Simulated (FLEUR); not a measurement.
# SrO (Fm-3m) in FLEUR: notebook

The runs below take SrO through equation of state, band structure, with BLYP, PBE.

All numbers are computed with FLEUR MaX-R8.1 (later development tree); they aren't measurements. Logs are shortened: lines on timing, memory, paths and dates and some standing lists are left out, and cuts for length are marked.

## Step 1: Starting point

Symmetry: Fm-3m, No. 225, cubic system. The conventional cell has a = 5.133 Å, b = 5.133 Å, c = 5.133 Å, α = 90.00°, β = 90.00°, γ = 90.00°. Around Sr (site symmetry m-3m) lie 6 O at 2.57 Å. O (site symmetry m-3m) has 6 Sr at 2.57 Å as nearest neighbours.

## Step 2: Equation of state, BLYP, 15.89 Å³/atom (volume scaled by 0.94)

File inp.xml:

```xml
<?xml version="1.0" encoding="UTF-8" standalone="no"?>
<fleurInput fleurInputVersion="0.39">
   <comment>
      SrO                                                                                                 
   </comment>
   <calculationSetup>
      <cutoffs Kmax="4.1" Gmax="12.7" GmaxXC="12.7" numbands="0"/>
      <scfLoop itmax="60" minDistance="0.00001" maxIterBroyd="15" imix="Anderson" alpha="0.05" precondParam="0.0" spinf="2.0" sdNocoIR="T"/>
      <coreElectrons ctail="T" frcor="F" kcrel="0" coretail_lmax="0"/>
      <xcFunctional name="LibXC" relativisticCorrections="F">
         <LibXCName exchange="gga_x_b88" correlation="gga_c_lyp"/>
      </xcFunctional>
      <magnetism jspins="1"/>
      <soc l_soc="F" theta="0.0" phi="0.0" spav="F"/>
      <expertModes spex="0" secvar="F"/>
      <geometryOptimization l_f="F" forcealpha="1.0" forcemix="BFGS" epsdisp="0.00001" epsforce="0.00001"/>
      <ldaU l_linMix="F" mixParam="0.05" spinf="1.0"/>
   </calculationSetup>
   <cell>
      <bzIntegration valenceElectrons="16.0" mode="hist" fermiSmearingEnergy="0.00183747">
         <kPointListSelection listName="default-1"/>
         <!-- k-points included here -->
         <xi:include xmlns:xi="http://www.w3.org/2001/XInclude" href="kpts.xml"> </xi:include>
      </bzIntegration>
      <!-- symmetry operations included here -->
      <xi:include xmlns:xi="http://www.w3.org/2001/XInclude" href="sym.xml"> </xi:include>
      <bulkLattice scale="0.9795861087">
         <bravaisMatrix>
            <row-1>    0.0000000000000000     4.8496041535609802     4.8496041535609802</row-1>
            <row-2>    4.8496041535609802     0.0000000000000000     4.8496041535609802</row-2>
            <row-3>    4.8496041535609802     4.8496041535609802     0.0000000000000000</row-3>
         </bravaisMatrix>
      </bulkLattice>
   </cell>
   <atomSpecies>
      <species name="Strontium (Sr)" element="Sr" atomicNumber="38">
         <mtSphere radius="2.4" gridPoints="819" logIncrement="0.015"/>
         <atomicCutoffs lmax="10" lnonsphr="8"/>
         <electronConfig flipSpins="F">
            <coreConfig>(1s1/2) (2s1/2) (2p1/2) (2p3/2) (3s1/2) (3p1/2) (3p3/2) (3d3/2) (3d5/2)</coreConfig>
            <valenceConfig>(4s1/2) (4p1/2) (4p3/2) (5s1/2)</valenceConfig>
         </electronConfig>
         <energyParameters s="5" p="4" d="4" f="4"/>
         <lo type="SCLO" l="0" n="4" eDeriv="0"/>
         <lo type="HELO" l="1" n="5" eDeriv="0"/>
         <lo type="HELO" l="1" n="5" eDeriv="1"/>
         <lo type="SCLO" l="2" n="4" eDeriv="2"/>
         <lo type="SCLO" l="3" n="4" eDeriv="2"/>
      </species>
      <species name="Oxygen (O)" element="O" atomicNumber="8">
         <mtSphere radius="1.95" gridPoints="665" logIncrement="0.016"/>
         <atomicCutoffs lmax="8" lnonsphr="6"/>
         <electronConfig flipSpins="F">
            <coreConfig>(1s1/2)</coreConfig>
            <valenceConfig>(2s1/2) (2p1/2) (2p3/2)</valenceConfig>
            <stateOccupation state="(2p1/2)" spinUp="0.666667" spinDown="0.666667"/>
            <stateOccupation state="(2p3/2)" spinUp="1.333333" spinDown="1.333333"/>
         </electronConfig>
         <energyParameters s="2" p="2" d="3" f="4"/>
         <lo type="SCLO" l="0" n="2" eDeriv="2"/>
         <lo type="SCLO" l="1" n="2" eDeriv="2"/>
         <lo type="SCLO" l="2" n="3" eDeriv="2"/>
      </species>
   </atomSpecies>
   <atomGroups>
      <atomGroup species="Strontium (Sr)">
         <relPos label="                   1">1.000/2.000 1.000/2.000 1.000/2.000</relPos>
         <force calculate="T" relaxXYZ="TTT"/>
      </atomGroup>
      <atomGroup species="Oxygen (O)">
         <relPos label="                   2">.0000000000 .0000000000 .0000000000</relPos>
         <force calculate="T" relaxXYZ="TTT"/>
      </atomGroup>
   </atomGroups>
   <output dos="F" band="F" slice="F">
      <checks vchk="F" cdinf="F"/>
      <bandDOS minEnergy="-.5*Htr" maxEnergy="0.5*Htr" sigma="0.015" storeEVData="T"/>
      <vacuumDOS vacdos="F" integ="F" star="F" nstars="0" locx1="0.0" locy1="0.0" locx2="0.0" locy2="0.0" nstm="0" tworkf="0.0"/>
      <unfoldingBand unfoldBand="F" supercellX="1" supercellY="1" supercellZ="1"/>
      <plotting iplot="0" polar="F">
         <plot TwoD="T" vec1="  1.0  0.0  0.0" vec2="  0.0  1.0  0.0" vec3="  0.0  0.0  1.0" zero="  0.0  0.0  0.0" file="plot"/>
      </plotting>
      <chargeDensitySlicing numkpt="0" minEigenval="0.0" maxEigenval="0.0" nnne="0" pallst="F"/>
      <specialOutput eonly="F"/>
      <moessbauerParams electricFieldGradient="T" isomerShift="T" coreHyperfine="T" valenceHyperfine="T"/>
      <magneticCircularDichroism mcd="F" energyLo="-10.0" energyUp="0.0"/>
   </output>
  <!-- We include the file relax.xml here to enable relaxations (see documentation) -->
  <xi:include xmlns:xi="http://www.w3.org/2001/XInclude" href="relax.xml"> <xi:fallback/> </xi:include>
</fleurInput>
```

Potentials or basis: all-electron, FLAPW.

On the command line:

```
$ inpgen -f crystal.txt -profile fastHighL
$ # inp.xml edited to the form shown
$ fleur_MPI
```

The program printed:

```text
Welcome to FLEUR        (www.flapw.de)
      MaX-Release 8.1          (www.max-centre.eu)
 func_ids         131         106         131         106
The functional 'Becke 88' is an exchange functional, it belongs to the 'GGA' family and is defined in the reference(s):
[1] A. D. Becke.,  Phys. Rev. A 38, 3098 (1988)
The functional 'Lee, Yang & Parr' is a correlation functional, it belongs to the 'GGA' family and is defined in the reference(s):
[1] C. Lee, W. Yang, and R. G. Parr.,  Phys. Rev. B 37, 785 (1988)
[2] B. Miehlich, A. Savin, H. Stoll, and H. Preuss.,  Chem. Phys. Lett. 157, 200 (1989)
 Using same functional for VXC and EXC

 ========== k-point set info ==========
 Selected k-point list: default-1
 k-point list type: mesh
 9 x 9 x 9
 Number of k points: 35

 ------------Calculation Setup---------------------------
 Number of MPI-tasks      :            1
 Number of PE/node        :            1
 Number of OMP-threads    :            1
 Most efficient MPI parallelization for:
           1           5           7          35
 Additional eigenvalue parallelization possible
 Number of basis functions:          335
 Approximate size of matrices (H+S) per k-point:         0.002 GB
 --------------------------------------------------------
 Iteration:     1   Distance:      32.02646670 me/bohr^3
 Iteration:     2   Distance:      27.83514345 me/bohr^3
 Iteration:     3   Distance:      13.56214661 me/bohr^3
 Iteration:     4   Distance:      13.64497418 me/bohr^3
 Iteration:     5   Distance:       2.07685252 me/bohr^3
 Iteration:     6   Distance:       1.18244406 me/bohr^3
 Iteration:     7   Distance:       0.55972384 me/bohr^3
 Iteration:     8   Distance:       0.32480035 me/bohr^3
 Iteration:     9   Distance:       0.02819789 me/bohr^3
 Iteration:    10   Distance:       0.03334013 me/bohr^3
 Iteration:    11   Distance:       0.01590961 me/bohr^3
 Iteration:    12   Distance:       0.01335664 me/bohr^3
 Iteration:    13   Distance:       0.00044020 me/bohr^3
 Iteration:    14   Distance:       0.00048354 me/bohr^3
 Iteration:    15   Distance:       0.00006705 me/bohr^3
 Iteration:    16   Distance:       0.00006075 me/bohr^3
 Iteration:    17   Distance:       0.00002208 me/bohr^3
 Iteration:    18   Distance:       0.00001135 me/bohr^3
 Iteration:    19   Distance:       0.00000294 me/bohr^3

 ********************************************************************
 Run finished successfully
 Stop message:
   all done
 ********************************************************************
```

Wall time 17 s (1 thread of AMD EPYC 9R14 (Zen 4), shared host); peak memory 0.08 GiB.

What came out:

```
Free energy                                           : -88594.0317 eV
Band gap on the k mesh                                : 3.48 eV, indirect (least direct gap 3.51 eV)
Valence electrons inside the program's atomic spheres : Sr 7.79; O 6.07 (radii Sr 2.4, O 1.95 bohr)
```

Caveat: an odd mesh through Γ misses points on the zone boundary, where band edges often lie.

## Step 3: Equation of state, BLYP, 16.23 Å³/atom (volume scaled by 0.96)

Changes to inp.xml since step 2:

```diff
@@ -26,3 +26,3 @@
       <xi:include xmlns:xi="http://www.w3.org/2001/XInclude" href="sym.xml"> </xi:include>
-      <bulkLattice scale="0.9795861087">
+      <bulkLattice scale="0.9864848297">
          <bravaisMatrix>
```

Potentials or basis: all-electron, FLAPW.

On the command line:

```
$ inpgen -f crystal.txt -profile fastHighL
$ # inp.xml edited to the form shown
$ fleur_MPI
```

Run time: 14 s. Hardware: 1 thread of AMD EPYC 9R14 (Zen 4), shared host; peak memory 0.08 GiB.

The run converged. Its results:

```
Free energy                                           : -88594.0833 eV
Band gap on the k mesh                                : 3.48 eV, indirect (least direct gap 3.53 eV)
Valence electrons inside the program's atomic spheres : Sr 7.77; O 6.05 (radii Sr 2.4, O 1.95 bohr)
```

Caveat: an odd mesh through Γ misses points on the zone boundary, where band edges often lie.

## Step 4: Equation of state, BLYP, 17.58 Å³/atom (volume scaled by 1.04)

Changes to inp.xml since step 3:

```diff
@@ -26,3 +26,3 @@
       <xi:include xmlns:xi="http://www.w3.org/2001/XInclude" href="sym.xml"> </xi:include>
-      <bulkLattice scale="0.9864848297">
+      <bulkLattice scale="1.0131594038">
          <bravaisMatrix>
```

On the command line:

```
$ inpgen -f crystal.txt -profile fastHighL
$ # inp.xml edited to the form shown
$ fleur_MPI
```

Wall time 19 s (1 thread of AMD EPYC 9R14 (Zen 4), shared host); peak memory 0.08 GiB.

It converged, with:

```yaml
Free_energy: -88594.1864 eV
Band_gap_on_the_k_mesh: 3.51 eV, indirect (least direct gap 3.62 eV)
Valence_electrons_inside_the_program's_atomic_spheres: Sr 7.73; O 6.00 (radii Sr 2.4, O 1.95 bohr)
```

Caveat: an odd mesh through Γ misses points on the zone boundary, where band edges often lie.

## Step 5: Equation of state, BLYP, 17.92 Å³/atom (volume scaled by 1.06)

Changes to inp.xml since step 4:

```diff
@@ -26,3 +26,3 @@
       <xi:include xmlns:xi="http://www.w3.org/2001/XInclude" href="sym.xml"> </xi:include>
-      <bulkLattice scale="1.0131594038">
+      <bulkLattice scale="1.0196128224">
          <bravaisMatrix>
```

On the command line:

```
$ inpgen -f crystal.txt -profile fastHighL
$ # inp.xml edited to the form shown
$ fleur_MPI
```

Run time: 18 s. Hardware: 1 thread of AMD EPYC 9R14 (Zen 4), shared host; peak memory 0.08 GiB.

Results (log left out):

| Property | Result |
| --- | --- |
| Free energy | -88594.1922 eV |
| Band gap on the k mesh | 3.54 eV, indirect (least direct gap 3.65 eV) |
| Valence electrons inside the program's atomic spheres | Sr 7.72; O 5.99 (radii Sr 2.4, O 1.95 bohr) |

Caveat: an odd mesh through Γ misses points on the zone boundary, where band edges often lie.

[end of part 1 of 2]
